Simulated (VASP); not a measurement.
A VASP 6.6.1 single-point calculation on MgS

INCAR

```
IBRION = -1
PREC = Accurate
MAGMOM = 2 2
ISIF = 2
EDIFF = 1E-7
NSW = 0
GGA = PE
NBANDS = 11
LWAVE = .FALSE.
LREAL = .FALSE.
ISMEAR = -1
ENCUT = 520
LCHARG = .FALSE.
SIGMA = 0.02
ISPIN = 2
NELM = 120
LASPH = .TRUE.
```

KPOINTS

```
KPOINTS created by Atomic Simulation Environment
0
Gamma
8 8 8
0 0 0
```

POSCAR

```
Mg S
 1.0000000000000000
     0.0424631526000000    2.8308768410999998    2.8308768410999998
     2.8308768410999998    0.0424631526000000    2.8308768410999998
     2.8733399937000002    2.8733399937000002    0.0000000000000000
 Mg  S
   1   1
Cartesian
 -0.0000000000000000 -0.0000000000000000  0.0155944208822130
  1.4366699968499999  1.4366699968499999  1.3998439996677867
```

The recommended PBE PAW datasets give the neutral cell 8 valence electrons.

Command

```
mpirun -np 1 vasp_std
```

How does this run end, and what does it give?

It converged. Results: pressure 0.9 GPa; magnetic moment of the cell 0.00 μB.

OSZICAR

```
N       E                     dE             d eps       ncg     rms          rms(c)
DAV:   1     0.267661648024E+02    0.26766E+02   -0.34440E+03  4236   0.585E+02
DAV:   2    -0.496996862295E+01   -0.31736E+02   -0.30055E+02  5191   0.100E+02
DAV:   3    -0.690602368368E+01   -0.19361E+01   -0.19329E+01  5189   0.266E+01
DAV:   4    -0.692219571606E+01   -0.16172E-01   -0.16170E-01  5093   0.294E+00
DAV:   5    -0.692238281177E+01   -0.18710E-03   -0.18709E-03  5275   0.309E-01    0.881E+00
DAV:   6    -0.834911052040E+01   -0.14267E+01   -0.15720E+00  4498   0.620E+00    0.453E+00
DAV:   7    -0.845028652504E+01   -0.10118E+00   -0.23071E-01  4654   0.265E+00    0.339E+00
DAV:   8    -0.846065048841E+01   -0.10364E-01   -0.26820E-02  4810   0.873E-01    0.183E+00
DAV:   9    -0.846374944209E+01   -0.30990E-02   -0.58262E-03  4639   0.489E-01    0.461E-01
DAV:  10    -0.846636270376E+01   -0.26133E-02   -0.23449E-03  4724   0.289E-01    0.178E-01
DAV:  11    -0.846661276418E+01   -0.25006E-03   -0.21137E-04  4962   0.105E-01    0.139E-01
DAV:  12    -0.846677833951E+01   -0.16558E-03   -0.16275E-04  4579   0.729E-02    0.312E-02
DAV:  13    -0.846680948463E+01   -0.31145E-04   -0.42127E-05  4938   0.465E-02    0.979E-03
DAV:  14    -0.846681073948E+01   -0.12549E-05   -0.16238E-06  4985   0.901E-03    0.477E-03
DAV:  15    -0.846681168684E+01   -0.94737E-06   -0.15717E-06  4675   0.754E-03    0.177E-03
DAV:  16    -0.846681173642E+01   -0.49577E-07   -0.13000E-07  4985   0.266E-03
   1 F= -.84668117E+01 E0= -.84668117E+01  d E =-.717338E-12  mag=    -0.0000
```

Standard output (part)

```
POSCAR found type information on POSCAR MgS
 POSCAR found :  2 types and       2 ions
 LDA part: xc-table for (Slater+PW92), standard interpolation
 POSCAR, INCAR and KPOINTS ok, starting setup
 WAVECAR not read
 entering main loop
```

For comparison, a separate PBE run of the intended cell, on usual settings and not on those above, gives a gap of 3.36 eV on its mesh and a pressure of 0.9 GPa.
